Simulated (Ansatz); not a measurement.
MoS2, a slab with vacuum:

```
Mo S
1.0
     3.18454    0.00000    0.00000
    -1.59227    2.75789    0.00000
     0.00000    0.00000   21.67053
Mo S
2 4
Direct
  0.33333 0.66667 0.85116
  0.66667 0.33333 0.14884
  0.66667 0.33333 0.77963
  0.33333 0.66667 0.07725
  0.66667 0.33333 0.92275
  0.33333 0.66667 0.22037
```

Base run:

- Program: Ansatz 0.2.0
- Functional: LDA
- Potentials or basis: Ansatz PAW
- Cutoff: 420 eV (not typed: the program's choice for these potentials)
- k mesh: 10 × 10 × 2
- Occupations: fermi-dirac, width 0.05 eV
- Spin: no spin polarisation

Its results: band gap on the k mesh 1.36 eV, indirect (least direct gap 1.89 eV); largest force 0.379 eV/Å.

Question: The run is repeated on the same cell with these changes: functional from LDA to r2SCAN; cutoff from 420 eV (not typed: the program's choice for these potentials) to 500 eV (not typed: the program's choice for these potentials). What comes out?

Answer: Band gap on the k mesh 1.46 eV, indirect (least direct gap 2.00 eV); largest force 0.034 eV/Å.

r2SCAN gives the wider gap, since meta-GGAs in the generalised Kohn-Sham scheme recover part of the derivative discontinuity.

Caveats: the k mesh misses the band edges, so the gap on the mesh is wider than the one along the path; the PAW data sets come from PBE, with cores solved anew for the run's functional, which leaves a small shift of forces and pressure.
